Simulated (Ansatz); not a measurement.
An element in the bcc structure gives these cold pressures by all-electron LAPW under PBE (Ansatz 0.2.0, scalar-relativistic, no spin polarisation).

```tsv
V (Å³/atom)	P (GPa)
15.05	-0.09
13.24	53.9
11.74	140.7
10.23	302.5
8.73	616.3
7.52	1095
6.47	1856
```

(1) Which element is it?

Answers

(1) Ir. Its zero-pressure volume in this structure is near 15.0 Å³/atom; the volume and the steepness of P(V) together point to it, though neighbours can come close. Other candidates weren't computed, and some may come near.
